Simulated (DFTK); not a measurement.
# Si (Fd-3m) in DFTK: a series of runs, part 2 of 2

DFTK 0.8.2.

## (4) Band structure, PBE

Input file run.jl:

```julia
using DFTK
using PseudoPotentialData
using Unitful, UnitfulAtomic
using LinearAlgebra, Printf
include("save.jl")
disable_threading()

# lattice vectors are the columns
lattice = austrip(1u"Å") * [           0.0   2.7218511865   2.7218511865;
             2.7218511865            0.0   2.7218511865;
             2.7218511865   2.7218511865            0.0]
symbols   = [:Si, :Si]
positions = [[0.5, 0.5, 0.5],
             [0.75, 0.75, 0.75]]
pseudopotentials = PseudoFamily("dojo.nc.sr.pbe.v0_4_1.standard.upf")
elements = Dict(s => ElementPsp(s, pseudopotentials) for s in unique(symbols))
atoms    = [elements[s] for s in symbols]

build_model(lattice, positions; symmetries=true) =
    model_DFT(lattice, atoms, positions;
              functionals=PBE(),
              temperature=austrip(0.05u"eV"),
              smearing=Smearing.FermiDirac(),
              symmetries)
Ecut  = 18.0  # hartree
kgrid = [8, 8, 8]
tol   = 1e-6
to_GPa = ustrip(uconvert(u"GPa", 1u"hartree/bohr^3"))

model = build_model(lattice, positions)
basis = PlaneWaveBasis(model; Ecut, kgrid)
display(basis)
scfres = self_consistent_field(basis;
                               tol,
                               nbandsalg=AdaptiveBands(model; n_bands_converge=9))
display(scfres.energies)
@printf "Fermi level: %.6f eV\n" ustrip(auconvert(u"eV", something(scfres.εF, NaN)))
forces = compute_forces_cart(scfres)
println("Forces (eV/Å)")
for (s, f) in zip(symbols, forces)
    @printf "%-3s %12.6f %12.6f %12.6f\n" s ustrip.(auconvert.(u"eV/Å", f))...
end
stress = compute_stresses_cart(scfres)
println("Stress (GPa)")
display(round.(stress * to_GPa; digits=4))
println("Levels at the first k-point (eV): ", round.(ustrip.(auconvert.(u"eV", scfres.eigenvalues[1][1:scfres.n_bands_converge])); digits=4))
save_scf!(scfres; forces, stress)

points = Dict("G" => [0.0, 0.0, 0.0], "K" => [0.375, 0.375, 0.75], "L" => [0.5, 0.5, 0.5], "U" => [0.625, 0.25, 0.625], "W" => [0.5, 0.25, 0.75], "X" => [0.5, 0.0, 0.5])
segments = [("G", "X", 7), ("X", "W", 4), ("W", "K", 3), ("K", "G", 7), ("G", "L", 6), ("L", "U", 4), ("U", "W", 3), ("W", "L", 5), ("L", "K", 4), ("U", "X", 3)]
kcoords = vcat([[points[a] + t * (points[b] - points[a]) for t in range(0, 1, n)] for (a, b, n) in segments]...)
bands = compute_bands(scfres, ExplicitKpoints(kcoords); n_bands=11, tol=1e-5)
for (k, ε) in zip(bands.basis.kpoints, bands.eigenvalues)
    @printf "%d %8.4f %8.4f %8.4f " k.spin k.coordinate...
    println(join([@sprintf("%9.4f", e) for e in ustrip.(auconvert.(u"eV", ε .- scfres.εF))]))
end
results["band_energies"] = rows(bands.eigenvalues); results["band_kpoints"] = rows(kcoords)
```

Potentials or basis: dojo.nc.sr.pbe.v0_4_1.standard.upf (PBE).

On the command line:

```console
> julia --threads=1 run.jl  # save.jl only writes the numbers to a file and isn't shown; printed stress counts tension as positive; times include loading and compiling
```

The program printed:

```text
PlaneWaveBasis discretization:

    Ecut                 : 18.0 Ha
    fft_size             : (32, 32, 32), 32768 total points
    kgrid                : MonkhorstPack([8, 8, 8])
    num.   red. kpoints  : 512
    num. irred. kpoints  : 29

    Discretized Model(gga_x_pbe+gga_c_pbe, 3D):
        lattice (in Bohr)    : [0         , 5.14355   , 5.14355   ]
                               [5.14355   , 0         , 5.14355   ]
                               [5.14355   , 5.14355   , 0         ]
        unit cell volume     : 272.16 Bohr³

        atoms                : Si₂
        pseudopot. family    : PseudoFamily("dojo.nc.sr.pbe.v0_4_1.standard.upf")

        num. electrons       : 8
        spin polarization    : none
        temperature          : 0.0018375 Ha
        smearing             : DFTK.Smearing.FermiDirac()

        terms                : Kinetic()
                               AtomicLocal()
                               AtomicNonlocal()
                               Ewald(nothing)
                               PspCorrection()
                               Hartree()
                               Xc(gga_x_pbe, gga_c_pbe)
                               Entropy()
n     Energy            log10(ΔE)   log10(Δρ)   Diag   Δtime
---   ---------------   ---------   ---------   ----   ------
  1   -8.460513207586                   -0.96    4.9    2.29s
  2   -8.462064173995       -2.81       -1.38    1.0    1.01s
  3   -8.462357652957       -3.53       -2.93    2.2    909ms
  4   -8.462367357361       -5.01       -3.29    4.3    2.23s
  5   -8.462367452137       -7.02       -4.01    1.8    710ms
  6   -8.462367458523       -8.19       -4.49    2.7    869ms
  7   -8.462367458987       -9.33       -5.29    2.2    1.69s
  8   -8.462367459014      -10.57       -6.03    3.1    934ms
Energy breakdown (in Ha):
    Kinetic             3.0602931
    AtomicLocal         -2.3086387
    AtomicNonlocal      1.1518732
    Ewald               -8.3783295
    PspCorrection       0.5492837
    Hartree             0.5512124
    Xc                  -3.0880607
    Entropy             -0.0000010

    total               -8.462367459014
Fermi level: 4.579742 eV
Forces (eV/Å)
Si      0.000000     0.000000     0.000000
Si     -0.000000    -0.000000    -0.000000
Stress (GPa)
3×3 StaticArraysCore.SMatrix{3, 3, Float64, 9} with indices SOneTo(3)×SOneTo(3):
 -1.2517   0.0      0.0
  0.0     -1.2517   0.0
  0.0      0.0     -1.2517
Levels at the first k-point (eV): [-7.6272, 4.2877, 4.2877, 4.2877, 6.8404, 6.8404, 6.8404, 7.5469, 12.0117]
1   0.0000   0.0000   0.0000  -12.2069  -0.2920  -0.2920  -0.2920   2.2607   2.2607   2.2607   2.9671   7.4320   7.4320   7.6416
1   0.0833   0.0000   0.0833  -12.0863  -0.9941  -0.7194  -0.7194   1.9893   2.8363   2.8363   3.6165   6.6709   7.5659   8.1514
1   0.1667   0.0000   0.1667  -11.7261  -2.3413  -1.4779  -1.4779   1.4105   3.9689   4.0323   4.0323   6.2796   7.9671   9.4305
1   0.2500   0.0000   0.2500  -11.1322  -3.8161  -2.1711  -2.1711   0.8413   2.8405   5.4362   5.4362   7.6896   8.6347  11.0955
1   0.3333   0.0000   0.3333  -10.3155  -5.3026  -2.6959  -2.6959   0.4426   1.7095   6.9342   6.9342   9.4539   9.5669  12.7365
1   0.4167   0.0000   0.4167   -9.2930  -6.7448  -3.0193  -3.0193   0.2907   0.8968   8.4857   8.4857  10.7605  11.1746  11.9411
[... 38 lines left out ...]
1   0.5625   0.1250   0.5625   -8.1609  -7.9435  -3.7973  -3.0199   0.5556   1.5631   8.7037   9.0753   9.3841   9.6354  13.2143
1   0.5000   0.0000   0.5000   -8.0906  -8.0906  -3.1283  -3.1283   0.4307   0.4307   9.7355   9.7355  10.6723  10.6723  12.2101
```

It took 48 s on 1 thread of Intel Xeon Platinum 8259CL at 2.50GHz (Skylake/Cascade Lake), shared host; peak memory 1.4 GiB.

Results:

- Free energy: -230.2727 eV
- Pressure: 1.3 GPa
- Band gap on the k mesh: 0.62 eV, indirect (least direct gap 2.55 eV)
- Band gap along the path: 0.58 eV, indirect (least direct gap 2.55 eV)

Levels at the corners of the path, in eV from the valence-band top:
| point | band 1 | band 2 | band 3 | band 4 | band 5 | band 6 | band 7 | band 8 | band 9 |
| --- | --- | --- | --- | --- | --- | --- | --- | --- | --- |
| Γ | -11.91 | 0.00 | 0.00 | 0.00 | 2.55 | 2.55 | 2.55 | 3.26 | 7.72 |
| X | -7.80 | -7.80 | -2.84 | -2.84 | 0.72 | 0.72 | 10.03 | 10.03 | 10.96 |
| W | -7.64 | -7.64 | -3.82 | -3.82 | 4.27 | 4.27 | 4.97 | 4.97 | 10.53 |
| K | -8.21 | -7.21 | -4.27 | -2.41 | 1.21 | 4.12 | 7.43 | 7.98 | 8.17 |
| Γ | -11.91 | 0.00 | 0.00 | 0.00 | 2.55 | 2.55 | 2.55 | 3.26 | 7.72 |
| L | -9.60 | -6.94 | -1.19 | -1.19 | 1.50 | 3.34 | 3.34 | 7.72 | 10.54 |
| U | -8.21 | -7.21 | -4.27 | -2.41 | 1.21 | 4.12 | 7.43 | 7.98 | 8.17 |
| W | -7.64 | -7.64 | -3.82 | -3.82 | 4.27 | 4.27 | 4.97 | 4.97 | 10.53 |
| L | -9.60 | -6.94 | -1.19 | -1.19 | 1.50 | 3.34 | 3.34 | 7.72 | 10.54 |
| K | -8.21 | -7.21 | -4.27 | -2.41 | 1.21 | 4.12 | 7.43 | 7.98 | 8.17 |
| U | -8.21 | -7.21 | -4.27 | -2.41 | 1.21 | 4.12 | 7.43 | 7.98 | 8.17 |
| X | -7.80 | -7.80 | -2.84 | -2.84 | 0.72 | 0.72 | 10.03 | 10.03 | 10.96 |

## (5) Band structure, PBE

Changes to run.jl since step 4:

```diff
@@ -14,3 +14,3 @@
              [0.75, 0.75, 0.75]]
-pseudopotentials = PseudoFamily("dojo.nc.sr.pbe.v0_4_1.standard.upf")
+pseudopotentials = PseudoFamily("dojo.nc.sr.pbe.v0_5.standard.upf")
 elements = Dict(s => ElementPsp(s, pseudopotentials) for s in unique(symbols))
```

Potentials or basis: dojo.nc.sr.pbe.v0_5.standard.upf (PBE).

On the command line:

```console
> julia --threads=1 run.jl  # save.jl only writes the numbers to a file and isn't shown; printed stress counts tension as positive; times include loading and compiling
```

The program printed:

```text
PlaneWaveBasis discretization:

    Ecut                 : 18.0 Ha
    fft_size             : (32, 32, 32), 32768 total points
    kgrid                : MonkhorstPack([8, 8, 8])
    num.   red. kpoints  : 512
    num. irred. kpoints  : 29

    Discretized Model(gga_x_pbe+gga_c_pbe, 3D):
        lattice (in Bohr)    : [0         , 5.14355   , 5.14355   ]
                               [5.14355   , 0         , 5.14355   ]
                               [5.14355   , 5.14355   , 0         ]
        unit cell volume     : 272.16 Bohr³

        atoms                : Si₂
        pseudopot. family    : PseudoFamily("dojo.nc.sr.pbe.v0_5.standard.upf")

        num. electrons       : 8
        spin polarization    : none
        temperature          : 0.0018375 Ha
        smearing             : DFTK.Smearing.FermiDirac()

        terms                : Kinetic()
                               AtomicLocal()
                               AtomicNonlocal()
                               Ewald(nothing)
                               PspCorrection()
                               Hartree()
                               Xc(gga_x_pbe, gga_c_pbe)
                               Entropy()
n     Energy            log10(ΔE)   log10(Δρ)   Diag   Δtime
---   ---------------   ---------   ---------   ----   ------
  1   -8.460510886615                   -0.96    4.7    2.17s
  2   -8.462063531593       -2.81       -1.38    1.0    961ms
  3   -8.462357623843       -3.53       -2.93    2.1    803ms
  4   -8.462367357708       -5.01       -3.29    4.3    2.00s
  5   -8.462367452361       -7.02       -4.00    1.7    684ms
  6   -8.462367458475       -8.21       -4.48    2.7    978ms
  7   -8.462367458990       -9.29       -5.31    2.4    1.60s
  8   -8.462367459014      -10.62       -6.03    3.0    921ms
Energy breakdown (in Ha):
    Kinetic             3.0602931
    AtomicLocal         -2.3086387
    AtomicNonlocal      1.1518732
    Ewald               -8.3783295
    PspCorrection       0.5492837
    Hartree             0.5512125
    Xc                  -3.0880607
    Entropy             -0.0000010

    total               -8.462367459014
Fermi level: 4.579741 eV
Forces (eV/Å)
Si      0.000000     0.000000     0.000000
Si     -0.000000    -0.000000    -0.000000
Stress (GPa)
3×3 StaticArraysCore.SMatrix{3, 3, Float64, 9} with indices SOneTo(3)×SOneTo(3):
 -1.2517   0.0      0.0
  0.0     -1.2517   0.0
  0.0      0.0     -1.2517
Levels at the first k-point (eV): [-7.6272, 4.2877, 4.2877, 4.2877, 6.8404, 6.8404, 6.8404, 7.5469, 12.0117]
1   0.0000   0.0000   0.0000  -12.2069  -0.2920  -0.2920  -0.2920   2.2607   2.2607   2.2607   2.9671   7.4320   7.4320   7.6416
1   0.0833   0.0000   0.0833  -12.0863  -0.9941  -0.7194  -0.7194   1.9893   2.8363   2.8363   3.6165   6.6709   7.5659   8.1514
1   0.1667   0.0000   0.1667  -11.7261  -2.3413  -1.4779  -1.4779   1.4105   3.9689   4.0323   4.0323   6.2796   7.9671   9.4305
1   0.2500   0.0000   0.2500  -11.1322  -3.8161  -2.1711  -2.1711   0.8413   2.8405   5.4362   5.4362   7.6896   8.6347  11.0955
1   0.3333   0.0000   0.3333  -10.3155  -5.3026  -2.6959  -2.6959   0.4426   1.7095   6.9342   6.9342   9.4539   9.5669  12.7365
1   0.4167   0.0000   0.4167   -9.2930  -6.7448  -3.0193  -3.0193   0.2907   0.8968   8.4857   8.4857  10.7605  11.1746  11.9411
[... 38 lines left out ...]
1   0.5625   0.1250   0.5625   -8.1609  -7.9435  -3.7973  -3.0199   0.5556   1.5631   8.7037   9.0753   9.3841   9.6354  13.2143
1   0.5000   0.0000   0.5000   -8.0906  -8.0906  -3.1283  -3.1283   0.4307   0.4307   9.7355   9.7355  10.6723  10.6723  12.2101
```

It took 50 s on 1 thread of Intel Xeon Platinum 8259CL at 2.50GHz (Skylake/Cascade Lake), shared host; peak memory 1.4 GiB.

Results:

| Property | Result |
| --- | --- |
| Free energy | -230.2727 eV |
| Pressure | 1.3 GPa |
| Band gap on the k mesh | 0.62 eV, indirect (least direct gap 2.55 eV) |
| Band gap along the path | 0.58 eV, indirect (least direct gap 2.55 eV) |

Levels at the corners of the path, in eV from the valence-band top:
```
point  band 1  band 2  band 3  band 4  band 5  band 6  band 7  band 8
    Γ  -11.91    0.00    0.00    0.00    2.55    2.55    2.55    3.26
    X   -7.80   -7.80   -2.84   -2.84    0.72    0.72   10.03   10.03
    W   -7.64   -7.64   -3.82   -3.82    4.27    4.27    4.97    4.97
    K   -8.21   -7.21   -4.27   -2.41    1.21    4.12    7.43    7.98
    Γ  -11.91    0.00    0.00    0.00    2.55    2.55    2.55    3.26
    L   -9.60   -6.94   -1.19   -1.19    1.50    3.34    3.34    7.72
    U   -8.21   -7.21   -4.27   -2.41    1.21    4.12    7.43    7.98
    W   -7.64   -7.64   -3.82   -3.82    4.27    4.27    4.97    4.97
    L   -9.60   -6.94   -1.19   -1.19    1.50    3.34    3.34    7.72
    K   -8.21   -7.21   -4.27   -2.41    1.21    4.12    7.43    7.98
    U   -8.21   -7.21   -4.27   -2.41    1.21    4.12    7.43    7.98
    X   -7.80   -7.80   -2.84   -2.84    0.72    0.72   10.03   10.03
```

## (6) Overview

| task | level | potentials or basis | k mesh | cutoff (eV) | SCF solver | mesh quality | gap on the mesh (eV) | pressure (GPa) |
| --- | --- | --- | --- | --- | --- | --- | --- | --- |
| equation of state | r2SCAN | SG15 1.2 (PBE) | 5 × 5 × 5 | 1225 | ScfAndersonSolver | coarse | - | - |
| band structure | r2SCAN | cp2k.nc.sr.pbe.v0_1.largecore.gth (PBE, GTH) | 8 × 8 × 8 | 1007 | - | not flagged | 0.77 | -0.1 |
| band structure | PBE | dojo.nc.sr.pbe.v0_4_1.standard.upf (PBE) | 8 × 8 × 8 | 490 | - | not flagged | 0.62 | 1.3 |
| band structure | PBE | dojo.nc.sr.pbe.v0_5.standard.upf (PBE) | 8 × 8 × 8 | 490 | - | not flagged | 0.62 | 1.3 |

Alike in all rows: no spin polarisation; cell as given; smearing fermi-dirac 0.05 eV.

Caveats: some runs use coarse meshes; the potentials were made for another functional, which shifts forces and pressure (some runs); GTH potentials come without recommended cutoffs, and this one wasn't checked for convergence (some runs); the program warned that the kinetic-energy density falls under its von Weizsäcker bound, which can give unphysical results (some runs).

Total energies depend on the potentials used, so only differences within one code and one set of settings carry meaning.
